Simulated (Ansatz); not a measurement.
# Si (C2/m) under several functionals

Plane-wave DFT in Ansatz with scalar-relativistic PAW potentials. The same structure was relaxed (cell and atoms, symmetry kept) in separate runs at each level. This form isn't the element's structure at ambient conditions. No spin polarisation.

Task: How do the levels LDA, PBE, r2SCAN compare?

Result:
```csv
level,cutoff (eV),k mesh,V (Å³/atom),a (Å),b (Å),c (Å),β (°),gap (eV),B0 (GPa)
LDA,420,10×10×6,20.443,13.717,3.817,6.291,96.731,0.13,87
r2SCAN,500,10×10×6,20.953,13.845,3.847,6.338,96.794,0.42,88
PBE,420,10×10×6,21.250,13.913,3.867,6.365,96.862,0.29,80
```

The usual order of volumes, LDA < PBE, holds here (20.443, 21.250 Å³/atom). As a rule LDA overbinds; PBE's gradient term for exchange weakens bonds. r2SCAN lies 1.4 % under PBE in volume. B0 goes from 86.7 to 80.0 GPa as the volume grows by 3.9 %; on one curve with B' = 4.0 the volume alone, B ∝ V^(−B'), would give 74.2 GPa, and the rest of the difference is the functional's own stiffness. Each gap belongs to its own cell, so it mixes the functional's effect with that of the volume; gaps are the least found on the k mesh or on a band path.